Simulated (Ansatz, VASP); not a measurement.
**Te in VASP and in Ansatz**

```
Te
1.0
     4.41342    0.00000    0.00000
    -2.20671    3.82213    0.00000
     0.00000    0.00000    5.92500
Te
3
Direct
  0.74500 0.00000 0.33333
  0.00000 0.74500 0.66667
  0.25500 0.25500 0.00000
```

Change from the starting cell: equal xx and yy strain of -1 %, crystal datasets.

Alike in both runs: task electric field gradients; functional LDA; k mesh 9 × 9 × 6; occupations fermi-dirac, width 0.08 eV; no spin polarisation.

|  | VASP | Ansatz |
| --- | --- | --- |
| version | VASP 6.6.1 | Ansatz 0.2.0 |
| potentials or method | VASP PAW LDA potentials, release 64 (Te), cutoff 520 eV | all-electron PAW with datasets made for the crystal, scalar-relativistic |

Ansatz gave:

| Item | Value |
| --- | --- |
| pressure (GPa) | 0.6 |
| largest component of the traceless stress (GPa) | 0.56 |
| rms of the force components (eV/Å) | 0.346 |
| Vzz of the field gradient on the site that differs most (V/Å²) | -574.1 |

Problem. Which values does VASP return?

Solution. Pressure (GPa): 0.7; largest component of the traceless stress (GPa): 0.67; rms of the force components (eV/Å): 0.372; Vzz of the field gradient on the site that differs most (V/Å²): -547.8.

Atom by atom the forces differ by 0.025 eV/Å (rms over components). Ansatz ran all-electron here, so the differences hold the error of VASP's frozen core and of both bases. Ansatz warned: «gradients_without_spin_orbit».

Spin-orbit coupling is left out, which matters for the levels of Te.
